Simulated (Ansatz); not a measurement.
TiCo, 2 atoms in the cell. The structure is cubic, space group Pm-3m (No. 221). Conventional cell: a = 2.986 Å, b = 2.986 Å, c = 2.986 Å, α = 90.00°, β = 90.00°, γ = 90.00°. Co (site symmetry m-3m) has 8 Ti at 2.59 Å as nearest neighbours. Around Ti (site symmetry m-3m) lie 8 Co at 2.59 Å. The cell comes from a database or a generator and needn't be the stable form of this composition.

```yaml
Program: Ansatz 0.2.0
Task: band structure
Functional: PBE
Potentials_or_basis: all-electron LAPW, scalar-relativistic
Cutoff: 279 eV (chosen from the basis error)
Basis_error_allowed: 0.001 eV/atom
k_mesh: 9 × 9 × 9
Occupations: fermi-dirac, width 0.05 eV
Spin: collinear spin, ferromagnetic start
Starting_moments: "[2.0, 1.0] μB"
```

Potentials or basis: all-electron LAPW, scalar-relativistic.

Command:

```console
$ ansatz run input.yaml --threads 2 --pin off --max-ram 6144MiB --backend cpu --events-out ev --progress --plain --runs-dir out
```

Hardware: 2 threads of Intel(R) Xeon(R) Processor @ 2.50GHz (Skylake/Cascade Lake) (shared host).

Q: How long does it take, and how much memory?

A: Wall time 31 s on 2 threads of Intel(R) Xeon(R) Processor @ 2.50GHz (Skylake/Cascade Lake), on a shared host, peak memory 0.45 GiB. Counts: scf iterations 11, plane waves 257, k points 35, bands 20.
